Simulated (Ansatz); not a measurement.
**Cobalt, simple cubic under revPBE: from relaxation to bulk modulus**

What does revPBE give for cobalt in the simple cubic structure? We relax it, solve it on a dense k-mesh, then scale the cell to 7 volumes from 88 to 112 % of the relaxed one and try a fit of the equation of state. Spin polarisation is left out, though the real metal is magnetic, so this state lies above the ground state. The k-meshes are 14×14×14 for the relaxation; 22×22×22 for the dense run; 15×15×15 for the volumes.

This is Co in the simple cubic structure; at room conditions it is hcp.

Program: Ansatz 0.2.0. Level of theory: DFT revPBE, plane waves (420 eV) with PAW, scalar-relativistic; the PAW data stem from PBE, with regenerated cores. These are calculated values, not measurements.

### 1 The structure to begin with

It takes space group Pm-3m (No. 221, cubic). Conventional cell: a = 2.287 Å, b = 2.287 Å, c = 2.287 Å, α = 90.00°, β = 90.00°, γ = 90.00°. Around Co (site symmetry m-3m) lie 6 Co at 2.29 Å.

As a file:

```
Co
1.0
     2.28685    0.00000    0.00000
     0.00000    2.28685    0.00000
     0.00000    0.00000    2.28685
Co
1
Cartesian
  0.0000 0.0000 0.0000
```

### 2 Geometry optimisation

File input.yaml:

```yaml
crystal:
  lattice:
    - [2.286848805, 0.0, 0.0]
    - [0.0, 2.286848805, 0.0]
    - [0.0, 0.0, 2.286848805]
  atoms:
    - { symbol: Co, position: [0.0, 0.0, 0.0] }
hamiltonian:
  xc: revpbe
  pseudopotentials:
    kind: paw
    azcp:
      Co: "pseudopotentials/Co.paw.azcp"
basis:
  ecutwfc: 420
  fft_grid_basis: typed
kpoints:
  mp_grid: { grid: [14, 14, 14], shift: [0, 0, 0] }
magnetization:
  spin_polarized: false
scf:
  occupations: { method: fermi_dirac, width: 0.1 }
relax:
  max_steps: 60
  f_tol: 0.01
  cell: {}
output:
  write_density: true
  write_potential: true
  elf: true
  volumetric_format: npy
```

The runs that follow: The energy on a finer k-mesh; At 88 % of the relaxed volume; At 92 % of the relaxed volume; At 96 % of the relaxed volume; At 100 % of the relaxed volume; At 104 % of the relaxed volume; At 108 % of the relaxed volume; At 112 % of the relaxed volume.

**Question.** What will these runs give? Wanted: space group; conventional cell; volume; shortest distance; gap on the mesh; relative to hcp, ferromagnetic; V₀, B₀, B₀′.

The runs gave:

```
                      quantity                         value
space group (spins left aside)               Pm-3m (No. 221)
             conventional cell                   a = 2.300 Å
                        volume                12.165 Å³/atom
             shortest distance                       2.300 Å
               gap on the mesh  none (levels filled in part)
relative to hcp, ferromagnetic                +1067 meV/atom
                   V₀, B₀, B₀′  12.109 Å³/atom, 173 GPa, 4.7
```

**Reading.** From the guessed start the volume grew by 1.7 % in 6 steps. It lies 1067 meV/atom above the element's reference form at the same level (hcp, ferromagnetic, from a run of its own); part of this is magnetic energy, as this run has no moments. Levels at the Fermi energy are filled in part, as in a metal. The fitted modulus is 173 GPa. The symmetry was held, so the structure may be unstable against distortions that break it.
